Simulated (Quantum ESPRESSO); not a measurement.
# Au under changes of volume

One of the cells (16.855 Å³/atom); the others are scaled copies at fixed shape and fractional positions:

```
Au
1.0
     0.00000    2.03500    2.03500
     2.03500    0.00000    2.03500
     2.03500    2.03500    0.00000
Au
1
Direct
  0.00000 0.00000 0.00000
```

* Program: Quantum ESPRESSO 7.5
* Functional: BEEF-vdW
* Potentials or basis: PseudoDojo 0.4.1 SR PBE standard
* Cutoff: 1034 eV
* Density cutoff: 4136 eV
* k mesh: 11 × 11 × 11
* Occupations: fermi-dirac, width 0.05 eV
* Spin: no spin polarisation

```tsv
volume (Å³/atom)	energy over the lowest point (meV/atom)	pressure (GPa)
15.843	?	?
16.181	152.38	24.1
16.518	106.61	19.3
16.855	61.55	15.1
17.192	33.78	11.3
17.529	13.55	7.9
17.866	0.00	5.0
```

What does the run at 15.843 Å³/atom give?

Energy over the lowest point 209.03 meV/atom; pressure 29.6 GPa.

Worked out: A Birch-Murnaghan fit of order 3 (a polynomial in V^(-2/3)) to the other rows has its minimum at 18.12 Å³/atom, just outside them, with B0 = V·E''(V) = 240 GPa (rough, since the energies scatter). It gives 210.66 meV/atom at 15.843 Å³/atom, against the run's 209.03, and -dE/dV = 29.2 GPa, against 29.6.

Energies are extrapolated to zero smearing.

Caveats: the potentials were made for another functional, which shifts forces and pressure.
